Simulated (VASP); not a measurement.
A calculation with VASP 6.6.1 of Al2O3 (native input, structure from a POSCAR):

File INCAR:

```
ALGO = Normal
EDIFF = 1E-7
ENCUT = 520
GGA = CA
ISIF = 2
ISMEAR = 0
LASPH = T
LCHARG = F
LREAL = F
LWAVE = F
NBANDS = 20
NELM = 60
PREC = Accurate
SIGMA = 0.05
```

Contents of KPOINTS:

```
k-points
0
Gamma
  10 10 4
```

Contents of POSCAR:

```
Al2O3
1.0
    3.0174825440      0.0000000000      0.0000000000
   -1.5087412720      2.6132165386      0.0000000000
    0.0000000000      0.0000000000      7.5746360022
Al O
2 3
Cartesian
    0.0000000000      0.0000000000      5.4692583508
    0.0000000000      0.0000000000      2.1053776514
    0.0000000000      0.0000000000      3.7873180011
    1.5087412722      0.8710721794      6.0638445530
   -0.0000000002      1.7421443592      1.5107914492
```

Potentials or basis: VASP PAW LDA potentials, release 54 (Al, O).

Run with:

```console
$ cat potpaw_LDA.54/Al/POTCAR potpaw_LDA.54/O/POTCAR > POTCAR
$ mpirun -np 1 vasp_std > vasp.out
```

Measurements of this composition are mostly on another form, of space group No. 167.

Problem. Write the same calculation in another form: ASE script, structure typed inline.

Solution. As run:

File run.py:

```python
from ase import Atoms
from ase.calculators.vasp import Vasp
from ase.dft.bandgap import bandgap

atoms = Atoms(
    ['Al', 'Al', 'O', 'O', 'O'],
    cell=[[3.017482544, 0.0, 0.0], [-1.508741272, 2.6132165386, 0.0], [0.0, 0.0, 7.5746360022]],
    scaled_positions=[[0.0, 0.0, 0.722049], [0.0, 0.0, 0.277951], [0.0, 0.0, 0.5], [0.6666666667, 0.3333333333, 0.800546], [0.3333333333, 0.6666666667, 0.199454]],
    pbc=True,
)
calc = Vasp(
    directory='calc',
    xc='lda',
    pp='LDA',
    setups='recommended',
    pp_version='54',
    prec='Accurate',
    encut=520,
    ediff=1e-06,
    ismear=0,
    sigma=0.05,
    lreal=False,
    lasph=True,
    nelm=100,
    algo='Fast',
    isif=2,
    lwave=False,
    lcharg=True,
    lelf=True,
    lvhar=True,
    kpts=[10, 10, 4],
    gamma=True,
    nbands=20,
)
atoms.calc = calc

print('energy (eV):', atoms.get_potential_energy())
print('free energy (eV):', atoms.get_potential_energy(force_consistent=True))
print('forces (eV/A):')
print(atoms.get_forces())
print('stress (eV/A^3, Voigt):', atoms.get_stress())
print('Fermi level (eV):', calc.get_fermi_level())
gap, top, bottom = bandgap(calc)
print('band gap (eV):', gap, 'from (spin, k, band)', top, 'to', bottom)
```

Potentials or basis: VASP PAW LDA potentials, release 54 (Al, O).

Launch:

```console
$ python run.py
```

Both were run:

|  | native input, structure from a POSCAR | ASE script, structure typed inline |
| --- | --- | --- |
| Pressure | -7.6 GPa | -7.5 GPa |
| Largest force | 0.430 eV/Å | 0.431 eV/Å |
| Band gap on the k mesh | 2.19 eV, direct | 2.19 eV, direct |

Keys that steer only the numerical path or the files written may differ.
